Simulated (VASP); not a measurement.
# SnTe2 (R-3m) in VASP: a series of runs

One crystal, SnTe2, is run at these levels: r2SCAN, HSE06; tasks: single point.

Program: VASP 6.6.1. These are calculated values, not measurements. Logs are shortened: lines on timing, memory, paths and dates and some standing lists are left out, and cuts for length are marked.

### 1 Starting point

Symmetry: R-3m, No. 166, trigonal system. Conventional cell: a = 4.177 Å, b = 4.177 Å, c = 18.873 Å, α = 90.00°, β = 90.00°, γ = 120.00°. Sn (site symmetry -3m) is surrounded by 6 Te at 2.97 Å. Te (site symmetry 3m) is surrounded by 3 Sn at 2.97 Å.

The cell was built by a generator and needn't be a form met in nature.

### 2 Single point, r2SCAN

Input file POSCAR:

```
SnTe2
1.0
    2.0883103896      1.2056865656      6.2909642815
   -2.0883103896      1.2056865656      6.2909642815
    0.0000000000     -2.4113731312      6.2909642815
Sn Te
1 2
Direct
    0.0000000000      0.0000000000      0.0000000000
    0.2413664391      0.2413664391      0.2413664391
    0.7586335609      0.7586335609      0.7586335609
```

Input file INCAR.step1:

```
SYSTEM = SnTe2
PREC     = Accurate       ! precision mode
ENCUT    = 520            ! plane-wave cutoff, eV
ISMEAR   = -1             ! smearing method
SIGMA    = 0.02           ! smearing width, eV
LREAL    = .FALSE.        ! projectors in reciprocal space
LASPH    = .TRUE.         ! aspherical terms in the spheres
NELM     = 100            ! most SCF steps
NBANDS   = 20             ! bands
GGA      = PE             ! functional
ALGO     = Normal         ! electronic algorithm
EDIFF    = 1E-4           ! SCF threshold, eV
LWAVE    = .TRUE.         ! write WAVECAR
LCHARG   = .FALSE.        ! write CHGCAR
```

Input file INCAR.step2:

```
SYSTEM = SnTe2
PREC     = Accurate       ! precision mode
ENCUT    = 520            ! plane-wave cutoff, eV
EDIFF    = 1E-7           ! SCF threshold, eV
ISMEAR   = -1             ! smearing method
SIGMA    = 0.02           ! smearing width, eV
LREAL    = .FALSE.        ! projectors in reciprocal space
LASPH    = .TRUE.         ! aspherical terms in the spheres
NELM     = 100            ! most SCF steps
ALGO     = Normal         ! electronic algorithm
ISIF     = 2              ! what is computed and relaxed
LWAVE    = .FALSE.        ! write WAVECAR
LCHARG   = .FALSE.        ! write CHGCAR
METAGGA  = R2SCAN         ! meta-GGA
LMIXTAU  = .TRUE.       
NBANDS   = 20             ! bands
ISTART   = 1
```

Input file KPOINTS:

```
Automatic mesh
0
G
  6 6 6
  0 0 0
```

Potentials or basis: VASP PAW PBE potentials, release 64 (Sn_d, Te).

Launch:

```console
$ cat potpaw_PBE.64/Sn_d/POTCAR potpaw_PBE.64/Te/POTCAR > POTCAR
$ cp INCAR.step1 INCAR
$ mpirun -np 1 vasp_std > vasp.out
$ cp INCAR.step2 INCAR
$ mpirun -np 1 vasp_std > vasp.out
```

OUTCAR:

```text
SYSTEM = SnTe2
   PREC = Accurate
   ENCUT = 520
   EDIFF = 1E-7
   ISMEAR = -1
   LREAL = .FALSE.
   LASPH = .TRUE.
   NELM = 100
   ISIF = 2
   METAGGA = R2SCAN
   ISTART = 1

 ion  position               nearest neighbor table
   1  0.000  0.000  0.000-   3 2.97   3 2.97   2 2.97   2 2.97   3 2.97   2 2.97
   2  0.241  0.241  0.241-   1 2.97   1 2.97   1 2.97
   3  0.759  0.759  0.759-   1 2.97   1 2.97   1 2.97

  LATTYP: Found a trigonal (rhomboedric) cell.
 ALAT       =     6.7372807548
 COS(alpha) =     0.8078453923

  Lattice vectors:

 A1 = (   2.0883103896,   1.2056865656,   6.2909642815)
 A2 = (  -2.0883103896,   1.2056865656,   6.2909642815)
 A3 = (   0.0000000000,  -2.4113731312,   6.2909642815)

Analysis of symmetry for initial positions (statically):
=====================================================================
 Subroutine PRICEL returns:
 Original cell was already a primitive cell.

 Routine SETGRP: Setting up the symmetry group for a
 trigonal (rhombohedral) supercell.

 Subroutine GETGRP returns: Found 12 space group operations
 (whereof 12 operations were pure point group operations)
 out of a pool of 12 trial point group operations.

The static configuration has the point symmetry D_3d.

Analysis of symmetry for dynamics (positions and initial velocities):
=====================================================================
 Subroutine PRICEL returns:
 Original cell was already a primitive cell.

 Routine SETGRP: Setting up the symmetry group for a
 trigonal (rhombohedral) supercell.

 Subroutine GETGRP returns: Found 12 space group operations
 (whereof 12 operations were pure point group operations)
 out of a pool of 12 trial point group operations.

The dynamic configuration has the point symmetry D_3d.

 Subroutine INISYM returns: Found 12 space group operations
 (whereof 12 operations are pure point group operations),
 and found     1 'primitive' translations

----------------------------------------------------------------------------------------

                                     Primitive cell

  volume of cell :      95.0381

  direct lattice vectors                    reciprocal lattice vectors
     2.088310390  1.205686566  6.290964281     0.239428010  0.138233826  0.052986048
    -2.088310390  1.205686566  6.290964281    -0.239428010  0.138233826  0.052986048
     0.000000000 -2.411373131  6.290964281     0.000000000 -0.276467652  0.052986048

  length of vectors
     6.737280755  6.737280755  6.737280755     0.281499349  0.281499349  0.281499349

  position of ions in fractional coordinates (direct lattice)
     0.000000000  0.000000000  0.000000000
     0.241366439  0.241366439  0.241366439
     0.758633561  0.758633561  0.758633561

  ion indices of the primitive-cell ions
   primitive index   ion index
                 1           1
                 2           2
                 3           3

----------------------------------------------------------------------------------------

 KPOINTS: Automatic mesh

Automatic generation of k-mesh.
 Grid dimensions read from file:
 generate k-points for:    6    6    6

 Generating k-lattice:

  Cartesian coordinates                     Fractional coordinates (reciprocal lattice)
     0.039904668  0.023038971  0.008831008     0.166666667 -0.000000000 -0.000000000
    -0.039904668  0.023038971  0.008831008    -0.000000000  0.166666667 -0.000000000
     0.000000000 -0.046077942  0.008831008    -0.000000000 -0.000000000  0.166666667

  Length of vectors
     0.046916558  0.046916558  0.046916558

  Shift w.r.t. Gamma in fractional coordinates (k-lattice)
     0.000000000  0.000000000  0.000000000

 Subroutine IBZKPT returns following result:
 ===========================================

 Found     32 irreducible k-points:

 Following reciprocal coordinates:
            Coordinates               Weight
  0.000000  0.000000  0.000000      1.000000
  0.166667 -0.000000  0.000000      6.000000
  0.333333 -0.000000  0.000000      6.000000
  0.500000 -0.000000  0.000000      3.000000
  0.166667  0.166667  0.000000      6.000000
  0.333333  0.166667  0.000000     12.000000
[... 16 lines left out ...]
  0.500000  0.500000  0.166667      6.000000
 -0.333333  0.500000  0.166667     12.000000
 [... further k-points ...]
   k-points           NKPTS =     32   k-points in BZ     NKDIM =     32   number of bands    NBANDS=     20
   number of dos      NEDOS =    301   number of ions     NIONS =      3
   total plane-waves  NPLWV = 125000
   dimension x,y,z NGX =    50 NGY =   50 NGZ =   50
   dimension x,y,z NGXF=   100 NGYF=  100 NGZF=  100
   ions per type =               1   2
   NGX,Y,Z   is equivalent  to a cutoff of  12.34, 12.34, 12.34 a.u.
   NGXF,Y,Z  is equivalent  to a cutoff of  24.68, 24.68, 24.68 a.u.
 SYSTEM =  SnTe2
   PREC   = accura    normal or accurate (medium, high low for compatibility)
   ISTART =      1    job   : 0-new  1-cont  2-samecut
   ICHARG =      0    charge: 1-file 2-atom 10-const
   ISPIN  =      1    spin polarized calculation?
   LNONCOLLINEAR =      F non collinear calculations
   LSORBIT =      F    spin-orbit coupling
   LASPH  =      T    aspherical Exc in radial PAW
   ENCUT  =  520.0 eV  38.22 Ry    6.18 a.u.  12.53 12.53 12.53*2*pi/ulx,y,z
   NELM   =    100;   NELMIN=  2; NELMDL=  0     # of ELM steps
   EDIFF  = 0.1E-06   stopping-criterion for ELM
   LREAL  =      F    real-space projection
   EDIFFG = 0.1E-05   stopping-criterion for IOM
   NSW    =      0    number of steps for IOM
   IBRION =     -1    ionic relax: 0-MD 1-quasi-New 2-CG
   NFREE  =      0    steps in history (QN), initial steepest desc. (CG)
   ISIF   =      2    stress and relaxation
   ISYM   =      2    0-nonsym 1-usesym 2-fastsym
   POTIM  = 0.5000    time-step for ionic-motion
   TEBEG  =    0.0;   TEEND  =   0.0 temperature during run
   PSTRESS=    0.0 pullay stress
   NELECT =      26.0000    total number of electrons
   NUPDOWN=      -1.0000    fix difference up-down
   EMIN   =  10.00;   EMAX   =-10.00  energy-range for DOS
   EFERMI =   0.00;   METHOD = LEGACY
   ISMEAR =    -1;   SIGMA  =   0.02  broadening in eV -4-tet -1-fermi 0-gaus
   EFERMI_NEDOS =   21; number of points for ismear=-14 and -15
   IALGO  =     38    algorithm
   IMIX   =      4    mixing-type and parameters
     AMIX     =   0.40;   BMIX     =  1.00
     AMIX_MAG =   1.60;   BMIX_MAG =  1.00
  volume/ion in A,a.u.               =      31.68       213.78
  Fermi-wavevector in a.u.,A,eV,Ry     =   1.062755  2.008316 15.367086  1.129449
  Thomas-Fermi vector in A             =   2.198217
   LORBIT       =      0    0 simple, 1 ext, 2 COOP (PROOUT), +10 PAW based schemes
   METAGGA = R2SCAN    functional components
   LHFCALC =     F    Hartree Fock is set to
   AEXX    =    0.0000 exact exchange contribution
   IVDW    =     0    specifies the selected vdW correction
   LEPSILON=     F    determine dielectric tensor
   LRPA    =     F    only Hartree local field effects (RPA)
 non-spin polarized calculation
  energy-cutoff  :      520.00
  volume of cell :       95.04
 maximum number of plane-waves:      2591
   NGX = 25   NGY = 25   NGZ = 25

 number of electron      26.0000003 magnetization

 Free energy of the ion-electron system (eV)
  ---------------------------------------------------
  ext. energy  EPLUGINS =         0.00000000
  ---------------------------------------------------
  free energy    TOTEN  =       -75.92338771 eV

  energy without entropy =      -75.92212158  energy(sigma->0) =      -75.92275465

 E-fermi :   5.9323     XC(G=0):  -9.8888

 val. band max:        5.9003778947   @ k =   0.0000   0.0000   0.0000
 cond. band min:       5.9743555983   @ k =   0.3333   0.3333   0.0000
 fundamental gap:      0.0739777036
 Fermi energy:         5.9323115122

 k-point     1 :       0.0000    0.0000    0.0000
  band No.  band energies     occupation
      1     -16.3186      2.00000
      2     -16.3186      2.00000
      3     -16.2851      2.00000
      4     -16.2807      2.00000
      5     -16.2807      2.00000
      6      -7.0854      2.00000
[... 12 lines left out ...]
     19      12.7936      0.00000
     20      13.4753      0.00000

 k-point     2 :       0.1667   -0.0000    0.0000
  band No.  band energies     occupation
      1     -16.3241      2.00000
      2     -16.3162      2.00000
      3     -16.2835      2.00000
      4     -16.2807      2.00000
      5     -16.2786      2.00000
      6      -6.8122      2.00000
[... 12 lines left out ...]
     19      13.3183      0.00000
     20      13.4644      0.00000

 k-point     3 :       0.3333   -0.0000    0.0000
  band No.  band energies     occupation
      1     -16.3357      2.00000
      2     -16.3130      2.00000
      3     -16.2861      2.00000
      4     -16.2745      2.00000
      5     -16.2730      2.00000
      6      -6.0536      2.00000
[... 12 lines left out ...]
     19      14.2341      0.00000
     20      14.4075      0.00000

 k-point     4 :       0.5000   -0.0000    0.0000
  band No.  band energies     occupation
      1     -16.3416      2.00000
      2     -16.3121      2.00000
      3     -16.2876      2.00000
      4     -16.2710      2.00000
      5     -16.2695      2.00000
      6      -5.1372      2.00000
[... 12 lines left out ...]
     19      13.8722      0.00000
     20      15.5031      0.00000

 k-point     5 :       0.1667    0.1667    0.0000
  band No.  band energies     occupation
      1     -16.3241      2.00000
      2     -16.3162      2.00000
      3     -16.2835      2.00000
      4     -16.2807      2.00000
      5     -16.2786      2.00000
      6      -6.7878      2.00000
[... 12 lines left out ...]
     19      13.2117      0.00000
     20      13.4192      0.00000
[... 353 lines left out ...]
      6      -5.2071      2.00000
[... 12 lines left out ...]
     19      13.6130      0.00000
     20      14.8842      0.00000

 k-point    22 :      -0.1667    0.3333    0.1667
  band No.  band energies     occupation
      1     -16.3362      2.00000
      2     -16.3169      2.00000
      3     -16.2839      2.00000
      4     -16.2745      2.00000
      5     -16.2704      2.00000
      6      -5.4929      2.00000
[... 12 lines left out ...]
     19      13.6040      0.00000
     20      14.5580      0.00000

 k-point    23 :       0.5000    0.5000    0.1667
  band No.  band energies     occupation
      1     -16.3357      2.00000
      2     -16.3130      2.00000
      3     -16.2861      2.00000
      4     -16.2744      2.00000
      5     -16.2730      2.00000
      6      -5.7947      2.00000
[... 12 lines left out ...]
     19      13.9948      0.00000
     20      14.7123      0.00000

 k-point    24 :      -0.3333    0.5000    0.1667
  band No.  band energies     occupation
      1     -16.3362      2.00000
      2     -16.3169      2.00000
      3     -16.2839      2.00000
      4     -16.2745      2.00000
      5     -16.2704      2.00000
      6      -5.2610      2.00000
[... 12 lines left out ...]
     19      13.7667      0.00000
     20      15.1077      0.00000

 [... further k-points ...]

------------------------ aborting loop because EDIFF is reached ----------------------------------------

  FORCE on cell =-STRESS in cart. coord.  units (eV):
  Direction    XX          YY          ZZ          XY          YZ          ZX
  --------------------------------------------------------------------------------------
  -------------------------------------------------------------------------------------
  Total        0.5840110      0.5840110      0.5335905      0.0000000     -0.0000000      0.0000000
  in kB        9.8454070      9.8454070      8.9954054      0.0000000     -0.0000000      0.0000000
  external PRESSURE =       9.5620731 kB  Pullay stress =       0.0000000 kB

 VOLUME and BASIS-vectors are now :
 -----------------------------------------------------------------------------
  energy-cutoff  :      520.00
  volume of cell :       95.04
      direct lattice vectors                 reciprocal lattice vectors
     2.088310390  1.205686566  6.290964281     0.239428010  0.138233826  0.052986048
    -2.088310390  1.205686566  6.290964281    -0.239428010  0.138233826  0.052986048
     0.000000000 -2.411373131  6.290964281     0.000000000 -0.276467652  0.052986048

 POSITION                                       TOTAL-FORCE (eV/Angst)
 -----------------------------------------------------------------------------------
      0.00000      0.00000      0.00000        -0.000000     -0.000000     -0.000000
      0.00000      0.00000      4.55528         0.000000     -0.000000      0.010219
      0.00000      0.00000     14.31761         0.000000      0.000000     -0.010219
 -----------------------------------------------------------------------------------
    total drift:                               -0.000000      0.000000      0.000000

  FREE ENERGIE OF THE ION-ELECTRON SYSTEM (eV)
  ---------------------------------------------------
  free  energy   TOTEN  =       -75.9233877129 eV

  energy  without entropy=      -75.9221215801  energy(sigma->0) =      -75.92275465
```

Run time: 5.8 min. Hardware: 1 thread of Intel Xeon Platinum 8488C (Sapphire Rapids), shared host; peak memory 0.41 GiB.

Results:

* Free energy: -75.9234 eV
* Pressure: 1.0 GPa
* Largest force: 0.010 eV/Å
* Band gap on the k mesh: none (metal or under the smearing width)

Forces in eV/Å, atoms in the order of the input:
```
Sn   0.000  0.000  0.000
Te   0.000  0.000  0.010
Te   0.000  0.000 -0.010
```

Levels at points of the mesh, in eV from the Fermi level:
```csv
k point,band 9,band 10,band 11,band 12,band 13,band 14,band 15,band 16,band 17,band 18
"(0.00, 0.00, 0.00)",-0.75,-0.75,-0.71,-0.71,-0.03,0.30,2.84,3.14,3.14,6.86
"(0.50, 0.00, 0.00)",-4.48,-3.01,-2.44,-2.32,-1.28,0.57,2.73,5.19,6.10,6.17
"(0.50, 0.50, 0.00)",-5.04,-2.88,-2.19,-1.07,-0.26,0.06,3.26,3.67,3.97,4.67
"(0.50, 0.50, 0.50)",-2.69,-1.17,-1.17,-0.24,-0.24,2.13,2.72,3.21,3.21,5.91
```

Caveat: the PAW data sets were made with another functional, which shifts forces and pressure a little. The run has no spin-orbit coupling, so splittings on Te are missing.

### 3 Single point, HSE06

POSCAR is that of step 2.

Input file INCAR.step1:

```
PREC = Accurate
ENCUT = 520
EDIFF = 1E-5
ISMEAR = -1
SIGMA = 0.02
LREAL = F
LASPH = T
NELM = 100
ALGO = Normal
ISIF = 2
LWAVE = T
LCHARG = F
NBANDS = 20
GGA = PE
```

Input file INCAR.step2:

```
PREC = Accurate
ENCUT = 520
EDIFF = 1E-6
ISMEAR = -1
SIGMA = 0.02
LREAL = F
LASPH = T
NELM = 100
ALGO = Normal
ISIF = 2
LWAVE = F
LCHARG = F
GGA = PE
LHFCALC = T
HFSCREEN = 0.2079
PRECFOCK = Normal
NBANDS = 20
ISTART = 1
```

Input file KPOINTS:

```
regular mesh
0
Gamma
  4 4 4
```

Potentials or basis: VASP PAW PBE potentials, release 64 (Sn_d, Te).

Launch:

```console
$ cat potpaw_PBE.64/Sn_d/POTCAR potpaw_PBE.64/Te/POTCAR > POTCAR
$ cp INCAR.step1 INCAR
$ mpirun -np 1 vasp_std > vasp.out
$ cp INCAR.step2 INCAR
$ mpirun -np 1 vasp_std > vasp.out
```

Run time: 82 min. Hardware: 1 thread of Intel Xeon Platinum 8488C (Sapphire Rapids), shared host; peak memory 0.49 GiB.

Results (log left out):

```
Free energy            : -12.6374 eV
Pressure               : -0.3 GPa
Largest force          : 0.183 eV/Å
Band gap on the k mesh : none (metal or under the smearing width)
```

Forces in eV/Å, atoms in the order of the input:
```
Sn   0.000  0.000  0.000
Te   0.000  0.000  0.183
Te   0.000  0.000 -0.183
```

Stress tensor (GPa, compression positive):
```
 0.34  0.00  0.00
 0.00  0.34  0.00
 0.00  0.00 -1.52
```

Levels at points of the mesh, in eV from the Fermi level:
| k point | band 9 | band 10 | band 11 | band 12 | band 13 | band 14 | band 15 | band 16 | band 17 | band 18 |
| --- | --- | --- | --- | --- | --- | --- | --- | --- | --- | --- |
| (0.00, 0.00, 0.00) | -0.90 | -0.90 | -0.85 | -0.85 | -0.12 | 0.32 | 2.97 | 3.45 | 3.45 | 7.03 |
| (0.50, 0.00, 0.00) | -4.88 | -3.33 | -2.68 | -2.59 | -1.46 | 0.68 | 2.87 | 5.59 | 6.35 | 6.40 |
| (0.50, 0.50, 0.00) | -5.50 | -3.16 | -2.42 | -1.10 | -0.38 | 0.03 | 3.30 | 3.94 | 4.03 | 4.97 |
| (0.50, 0.50, 0.50) | -2.97 | -1.35 | -1.35 | -0.35 | -0.35 | 2.34 | 2.77 | 3.53 | 3.53 | 6.00 |

Caveat: the k mesh is coarse (spacing up to 0.44 Å⁻¹), so the values aren't converged, least of all with exact exchange; the PAW data sets were made with another functional, which shifts forces and pressure a little. The run has no spin-orbit coupling, so splittings on Te are missing.

(Continued in part 2 of 2.)
